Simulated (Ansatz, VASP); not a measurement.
**H: VASP beside Ansatz**

The input INCAR:

```
SYSTEM = H
  PREC = Accurate
  ENCUT = 520
  EDIFF = 1E-6
  ISMEAR = 0
  SIGMA = 0.05
  LREAL = .FALSE.
  LASPH = .TRUE.
  NELM = 100
  ALGO = Fast
  ISIF = 2
  LWAVE = .FALSE.
  LCHARG = .FALSE.
  GGA = PE
  NBANDS = 6
```

Contents of KPOINTS:

```
Automatic mesh
0
G
  14 14 34
  0 0 0
```

File POSCAR:

```
H
1.0
    2.5933074193     -0.0369359640     -0.0029940918
   -0.0369359640      2.5933074193     -0.0029940918
   -0.0011079570     -0.0011079570      0.9890624281
H
1
Direct
    0.0000000000      0.0000000000      0.5000000000
```

Input for Ansatz:

```yaml
crystal:
  lattice:
    - [2.5933074193, -0.036935964, -0.0029940918]
    - [-0.036935964, 2.5933074193, -0.0029940918]
    - [-0.001107957, -0.001107957, 0.9890624281]
  atoms:
    - { symbol: H, position: [0.0, 0.0, 0.5] }
basis:
  ecutwfc: 420
kpoints:
  mp_grid: { grid: [14, 14, 34] }
hamiltonian:
  xc: pbe
scf:
  occupations: { method: gaussian, width: 0.05 }
output:
  forces: true
  stress: true
  eigenvalues: true
```

Alike in both runs: task single point; functional PBE; k mesh 14 × 14 × 34; occupations gaussian, width 0.05 eV; no spin polarisation.

```csv
,VASP,Ansatz
version,VASP 6.6.1,Ansatz 0.2.0
potentials or method,"VASP PAW PBE potentials, release 64 (H)","scalar-relativistic, plane waves, PAW"
plane-wave cutoff (eV),520,420
valence electrons in the cell,1,1
```

VASP gave:

| Quantity | Value |
| --- | --- |
| gap on the k mesh at the Fermi level (eV) | none |
| pressure (GPa) | 0.8 |
| largest component of the traceless stress (GPa) | 2.02 |

What did Ansatz give for the same quantities?

gap on the k mesh at the Fermi level (eV): none; pressure (GPa): 1.1; largest component of the traceless stress (GPa): 2.01.

A gap of «none» marks a metal or a gap that the smearing closes.
